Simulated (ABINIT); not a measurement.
Runs of ABINIT 10.8.3 (patched build) on PbSe (Clausthalite). The structure is cubic, space group Fm-3m (No. 225). Conventional cell: a = 6.121 Å, b = 6.121 Å, c = 6.121 Å, α = 90.00°, β = 90.00°, γ = 90.00°. Pb (site symmetry m-3m) has 6 Se at 3.06 Å as nearest neighbours. Se (site symmetry m-3m) has 6 Pb at 3.06 Å as nearest neighbours. 

| task | potentials or basis | spin | k mesh | cutoff (eV) | fine-grid cutoff | gap on the mesh (eV) | pressure (GPa) | V0 of scaled cells (Å³/atom) | B0 (GPa) |
| --- | --- | --- | --- | --- | --- | --- | --- | --- | --- |
| band structure | JTH PAW PBE v2.0 | SOC, no magnetisation | 8 × 8 × 8 | 599 | 1197.3 eV | (a) | 2.1 | - | - |
| band structure | JTH PAW PBE v2.0 | off | 8 × 8 × 8 | 599 | 1197.3 eV | 0.29 | 2.4 | - | - |
| equation of state | JTH PAW PBE v2.0 sp | off | 6 × 6 × 6 | 408 | 816.342 eV | - | - | 30.01 | 49 |
| equation of state | SG15 NC PBE v1.2 | off | 6 × 6 × 6 | 490 | - | - | - | 30.01 | 47 |
| equation of state | PseudoDojo NC SR PBE v0.4.1 standard | off | 6 × 6 × 6 | 1170 | - | - | - | 30.02 | 47 |
| equation of state | SPMS NC PBE v1.0 | off | 6 × 6 × 6 | 925 | - | - | - | 29.97 | 47 |
| equation of state | JTH PAW PBE v2.0 | off | 6 × 6 × 6 | 599 | 1197.3 eV | - | - | (b) | 47 |
| equation of state | Ansatz NC PBE | off | 6 × 6 × 6 | 1170 | - | - | - | 30.02 | 47 |

Alike in all rows: level PBE; cell as given; smearing fermi-dirac 0.05 eV.

Problem. Fill in the values left out.

Solution. (a) 0.14; (b) 30.04.

Caveats: pressures at fixed basis lie under the slope of the energies (some runs); spin-orbit coupling is left out, which as a rule narrows the gap of such compounds by several tenths of an eV (some runs); this set keeps more shells in the core, which shifts pressures and gaps (some runs).

A k mesh can miss the band edges, and rows without SOC leave out spin-orbit coupling on Pb, Se.
